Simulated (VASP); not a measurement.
# Hf (P6_3/mmc) in VASP: further runs, part 2 of 2

VASP 6.6.1. The steps go on from the part before.

**5. Relaxation of shape and atoms at fixed volume, PBE+D3(BJ) (a relaxed cell with its volume scaled by 1.06)**

File INCAR:

```
  PREC = Accurate
  ENCUT = 600
  EDIFF = 1E-7
  ISMEAR = 1
  SIGMA = 0.1
  LREAL = False
  LASPH = True
  NELM = 80
  ALGO = Normal
  ISIF = 4
  LWAVE = False
  LCHARG = False
  GGA = PE
  IVDW = 12
  IBRION = 2
  NSW = 40
  EDIFFG = -0.01
```

File KPOINTS:

```
Automatic mesh
0
Gamma
  15 15 7
```

File POSCAR:

```
Hf                                      
1.0
    3.2291440825      0.0000000000      0.0000000000
   -1.6145720413      2.7965208079      0.0000000000
    0.0000000000      0.0000000000      5.1061199766
  Hf            
     2
Direct
     0.3333333332999970    0.6666666667000030    0.2500000000000000
     0.6666666667000030    0.3333333332999970    0.7500000000000000
```

Potentials or basis: VASP PAW PBE potentials, release 64 (Hf_pv).

On the command line:

```sh
> cat potpaw_PBE.64/Hf_pv/POTCAR > POTCAR
> mpirun -np 1 vasp_std > vasp.out
```

OUTCAR:

```text
PREC = Accurate
   ENCUT = 600
   EDIFF = 1E-7
   ISMEAR = 1
   LREAL = False
   LASPH = True
   NELM = 80
   ISIF = 4
   GGA = PE
   IVDW = 12
   IBRION = 2
   NSW = 40
   EDIFFG = -0.01
 IVDW          = 12

 ion  position               nearest neighbor table
   1  0.333  0.667  0.250-   2 3.16   2 3.16   2 3.16   2 3.16   2 3.16   2 3.16
   2  0.667  0.333  0.750-   1 3.16   1 3.16   1 3.16   1 3.16   1 3.16   1 3.16

  LATTYP: Found a hexagonal cell.
 ALAT       =     3.2291440825
 C/A-ratio  =     1.5812611163

  Lattice vectors:

 A1 = (   3.2291440825,   0.0000000000,   0.0000000000)
 A2 = (  -1.6145720413,   2.7965208079,   0.0000000000)
 A3 = (   0.0000000000,   0.0000000000,   5.1061199766)

Analysis of symmetry for initial positions (statically):
=====================================================================
 Subroutine PRICEL returns:
 Original cell was already a primitive cell.

 Routine SETGRP: Setting up the symmetry group for a
 hexagonal supercell.

 Subroutine GETGRP returns: Found 24 space group operations
 (whereof 12 operations were pure point group operations)
 out of a pool of 24 trial point group operations.

The static configuration has the point symmetry D_3d.
 The point group associated with its full space group is D_6h.

Analysis of symmetry for dynamics (positions and initial velocities):
=====================================================================
 Subroutine PRICEL returns:
 Original cell was already a primitive cell.

 Routine SETGRP: Setting up the symmetry group for a
 hexagonal supercell.

 Subroutine GETGRP returns: Found 24 space group operations
 (whereof 12 operations were pure point group operations)
 out of a pool of 24 trial point group operations.

The dynamic configuration has the point symmetry D_3d.
 The point group associated with its full space group is D_6h.

 Subroutine INISYM returns: Found 24 space group operations
 (whereof 12 operations are pure point group operations),
 and found     1 'primitive' translations

----------------------------------------------------------------------------------------

                                     Primitive cell

  volume of cell :      46.1101

  direct lattice vectors                    reciprocal lattice vectors
     3.229144082  0.000000000  0.000000000     0.309679585  0.178793592  0.000000000
    -1.614572041  2.796520808  0.000000000     0.000000000  0.357587184  0.000000000
     0.000000000  0.000000000  5.106119977     0.000000000  0.000000000  0.195843420

  length of vectors
     3.229144082  3.229144083  5.106119977     0.357587184  0.357587184  0.195843420

  position of ions in fractional coordinates (direct lattice)
     0.333333333  0.666666667  0.250000000
     0.666666667  0.333333333  0.750000000

  ion indices of the primitive-cell ions
   primitive index   ion index
                 1           1
[... 118 lines left out ...]
  ---------------------------------------------------
  ext. energy  EPLUGINS =         0.00000000
  ---------------------------------------------------
  free energy    TOTEN  =       -19.83837544 eV

  energy without entropy =      -19.83862637  energy(sigma->0) =      -19.83845908

------------------------ aborting loop because EDIFF is reached ----------------------------------------

 Edisp (eV)   -0.87274

 E8    (eV) :    -0.4680

  FORCE on cell =-STRESS in cart. coord.  units (eV):
  Direction    XX          YY          ZZ          XY          YZ          ZX
  --------------------------------------------------------------------------------------
  -------------------------------------------------------------------------------------
  Total      -1.69660    -1.69660    -1.77312     0.00000     0.00000    -0.00000
  in kB     -58.95121   -58.95121   -61.61016     0.00000     0.00000    -0.00000
  external pressure =      -59.84 kB  Pullay stress =        0.00 kB

 VOLUME and BASIS-vectors are now :
 -----------------------------------------------------------------------------
  energy-cutoff  :      600.00
  volume of cell :       46.11
      direct lattice vectors                 reciprocal lattice vectors
     3.229144082  0.000000000  0.000000000     0.309679585  0.178793592  0.000000000
    -1.614572041  2.796520808  0.000000000     0.000000000  0.357587184  0.000000000
     0.000000000  0.000000000  5.106119977     0.000000000  0.000000000  0.195843420

 POSITION                                       TOTAL-FORCE (eV/Angst)
 -----------------------------------------------------------------------------------
     -0.00000      1.86435      1.27653        -0.000000      0.000000      0.000000
      1.61457      0.93217      3.82959         0.000000     -0.000000      0.000000
 -----------------------------------------------------------------------------------
    total drift:                               -0.000000      0.000000     -0.000000

  FREE ENERGIE OF THE ION-ELECTRON SYSTEM (eV)
  ---------------------------------------------------
  free  energy   TOTEN  =       -20.7111192128 eV

  energy  without entropy=      -20.7113701433  energy(sigma->0) =      -20.71120286

--------------------------------------- Ionic step        2  -------------------------------------------

 number of electron      20.0000001 magnetization

 Free energy of the ion-electron system (eV)
  ---------------------------------------------------
  ext. energy  EPLUGINS =         0.00000000
  ---------------------------------------------------
  free energy    TOTEN  =       -19.83842771 eV

  energy without entropy =      -19.83869736  energy(sigma->0) =      -19.83851759

 E-fermi :   4.7249     XC(G=0): -11.1469

 val. band max:        4.7233782196   @ k =   0.0000   0.0000   0.4286
 cond. band min:       4.7345906598   @ k =   0.4000   0.2000   0.4286
 fundamental gap:      0.0112124402
 Fermi energy:         4.7249081171

 k-point     1 :       0.0000    0.0000    0.0000
  band No.  band energies     occupation
      1     -26.3948      2.00000
      2     -25.7188      2.00000
      3     -25.7188      2.00000
      4     -25.6080      2.00000
      5     -25.6012      2.00000
      6     -25.6012      2.00000
      7      -2.5654      2.00000
      8       1.1019      2.00000
      9       5.2719     -0.00000
     10       5.8800     -0.00000
     11       5.8800     -0.00000
     12       6.1706     -0.00000
     13       6.6742     -0.00000
     14       6.6742     -0.00000
[... 377 lines left out ...]
      1     -26.1746      2.00000
      2     -26.0447      2.00000
      3     -26.0107      2.00000
      4     -25.9646      2.00000
      5     -25.8523      2.00000
      6     -25.7956      2.00000
      7       2.1507      2.00000
      8       2.6625      2.00000
      9       2.8134      2.00000
     10       3.4590      2.00000
     11       5.1129     -0.00000
     12       5.3405     -0.00000
     13       6.5239     -0.00000
     14       9.6305      0.00000

 [... further k-points ...]

------------------------ aborting loop because EDIFF is reached ----------------------------------------

 Edisp (eV)   -0.87275

 E8    (eV) :    -0.4680

  FORCE on cell =-STRESS in cart. coord.  units (eV):
  Direction    XX          YY          ZZ          XY          YZ          ZX
  --------------------------------------------------------------------------------------
  -------------------------------------------------------------------------------------
  Total      -1.71654    -1.71654    -1.72846     0.00000     0.00000     0.00000
  in kB     -59.64405   -59.64405   -60.05828     0.00000     0.00000     0.00000
  external pressure =      -59.78 kB  Pullay stress =        0.00 kB

 VOLUME and BASIS-vectors are now :
 -----------------------------------------------------------------------------
  energy-cutoff  :      600.00
  volume of cell :       46.11
      direct lattice vectors                 reciprocal lattice vectors
     3.231132150  0.000000000 -0.000000000     0.309489044  0.178683583 -0.000000000
    -1.615566075  2.798242525  0.000000000    -0.000000000  0.357367166 -0.000000000
     0.000000000  0.000000000  5.099838471     0.000000000 -0.000000000  0.196084642

 POSITION                                       TOTAL-FORCE (eV/Angst)
 -----------------------------------------------------------------------------------
     -0.00000      1.86550      1.27496         0.000000      0.000000      0.000000
      1.61557      0.93275      3.82488        -0.000000     -0.000000      0.000000
 -----------------------------------------------------------------------------------
    total drift:                               -0.000000      0.000000     -0.000000

  FREE ENERGIE OF THE ION-ELECTRON SYSTEM (eV)
  ---------------------------------------------------
  free  energy   TOTEN  =       -20.7111740312 eV

  energy  without entropy=      -20.7114436809  energy(sigma->0) =      -20.71126391

 reached required accuracy - stopping structural energy minimisation
```

OSZICAR:

```text
N       E                     dE             d eps       ncg     rms          rms(c)
DAV:   1     0.511362564067E+02    0.51136E+02   -0.12634E+04  3024   0.151E+03
[... 15 lines left out ...]
       N       E                     dE             d eps       ncg     rms          rms(c)
DAV:   1    -0.198386353929E+02   -0.25995E-03   -0.13925E-02  3066   0.981E-01    0.109E-01
DAV:   2    -0.198384815816E+02    0.15381E-03   -0.22070E-04  4026   0.118E-01    0.429E-02
DAV:   3    -0.198384333998E+02    0.48182E-04   -0.59316E-05  4028   0.539E-02    0.344E-02
DAV:   4    -0.198384275588E+02    0.58410E-05   -0.16429E-05  4324   0.290E-02    0.170E-02
DAV:   5    -0.198384277134E+02   -0.15462E-06   -0.79860E-07  3510   0.688E-03    0.162E-03
DAV:   6    -0.198384277054E+02    0.80536E-08   -0.18680E-08  2064   0.108E-03
   2 F= -.20711174E+02 E0= -.20711264E+02  d E =-.548184E-04
```

It took 90 s on 1 thread of Intel Xeon Platinum 8488C (Sapphire Rapids), shared host; peak memory 0.24 GiB.

What came out:

```
Free energy                : -20.7112 eV
Energy gained by relaxing  : 0.0 meV/atom
Ionic steps                : 2
Pressure after relaxing    : -6.0 GPa
Band gap on the k mesh     : none (metal or under the smearing width)
Dispersion energy per atom : -0.436 eV
```

Final structure:
```
Hf
1.0
     3.23113    0.00000    0.00000
    -1.61557    2.79824    0.00000
     0.00000    0.00000    5.09984
Hf
2
Direct
  0.33333 0.66667 0.25000
  0.66667 0.33333 0.75000
```

Levels at points of the mesh, in eV from the Fermi level:
```tsv
k point	band 7	band 8	band 9	band 10	band 11	band 12	band 13	band 14
(0.00, 0.00, 0.00)	-7.29	-3.62	0.55	1.16	1.16	1.45	1.95	1.95
```

Caveat: pairwise dispersion overbinds metals, which lowers pressure and volume.

**6. Overview**

| cell | gap on the mesh (eV) | pressure (GPa) |
| --- | --- | --- |
| atoms relaxed at fixed volume | none | 0.0 |
| atoms relaxed at fixed volume from: a relaxed cell with its volume scaled by 1.02 | none | -2.2 |
| atoms relaxed at fixed volume from: a relaxed cell with its volume scaled by 1.04 | none | -4.2 |
| atoms relaxed at fixed volume from: a relaxed cell with its volume scaled by 1.06 | none | -6.0 |

Alike in all rows: task relaxation of shape and atoms at fixed volume; level PBE+D3(BJ); potentials or basis VASP PAW PBE potentials, release 64 (Hf_pv); no spin polarisation; k mesh 15 × 15 × 7; cutoff (eV) 600; smearing methfessel-paxton 0.1 eV.

Caveats: pairwise dispersion overbinds metals, which lowers pressure and volume; the relaxation stopped at its first step, so nothing moved (some runs).

Total energies depend on the potentials used, so only differences within one code and one set of settings carry meaning.
